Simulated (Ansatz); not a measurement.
BAs: start and end of a relaxation

The guess for BAs was made by a generator: 4-connected net, two elements alternating (I-43m, No. 217). Its size is a rough estimate.

start.cif

```cif
data_structure
_symmetry_space_group_name_H-M 'I-43m'
_symmetry_Int_Tables_number 217
_cell_length_a 6.3718
_cell_length_b 6.3718
_cell_length_c 6.3718
_cell_angle_alpha 90.000
_cell_angle_beta 90.000
_cell_angle_gamma 90.000
_cell_volume 258.69
loop_
_atom_site_label
_atom_site_type_symbol
_atom_site_symmetry_multiplicity
_atom_site_Wyckoff_symbol
_atom_site_fract_x
_atom_site_fract_y
_atom_site_fract_z
_atom_site_occupancy
B1 B 8 c 0.15860 0.15860 0.15860 1
As1 As 8 c 0.34140 0.34140 0.34140 1
```

Theory: DFT PBE, scalar-relativistic, plane waves, PAW in Ansatz. Cutoff 420 eV, Gaussian smearing, Γ-centred meshes. Cell and atoms relax first on a coarse mesh and then on a converged one. In between, the cell is made exact in the group found at 0.06 Å. The steps can't lower the symmetry of their start. No spin polarisation.

end.cif

```cif
data_structure
_symmetry_space_group_name_H-M 'I-43m'
_symmetry_Int_Tables_number 217
_cell_length_a 6.5949
_cell_length_b 6.5949
_cell_length_c 6.5949
_cell_angle_alpha 90.000
_cell_angle_beta 90.000
_cell_angle_gamma 90.000
_cell_volume 286.84
loop_
_atom_site_label
_atom_site_type_symbol
_atom_site_symmetry_multiplicity
_atom_site_Wyckoff_symbol
_atom_site_fract_x
_atom_site_fract_y
_atom_site_fract_z
_atom_site_occupancy
B1 B 8 c 0.15825 0.15825 0.15825 1
As1 As 8 c 0.33602 0.33602 0.33602 1
```

The symmetry stays I-43m (No. 217). The volume per atom grows by 10.9 %, from 16.2 to 17.9 Å³. The shortest distance goes from 2.02 Å (B–As) to 2.03 Å (B–As). The energy falls by about 0.11 eV/atom (the start's value is from the coarse mesh).

```yaml
Volume_per_atom: 17.93 Å³
Density: 3.97 g/cm³
Energy_over_the_elements: +0.370 eV/atom
Gap_on_the_6×6×6_mesh_of_the_8-atom_cell: 1.09 eV
```

The zero of energy is the elements' standard structures at the same level; no fitted shifts are applied. A positive value: parting into the elements would lower its energy.

The last run used Gaussian smearing of 0.02 eV. The reference form of As is held partly by dispersion forces, which this level lacks. A structure relaxed within its symmetry needn't be a true minimum. In all, the 3 runs took 56 s on 1 thread of Arm Neoverse V1, with other jobs on the host.
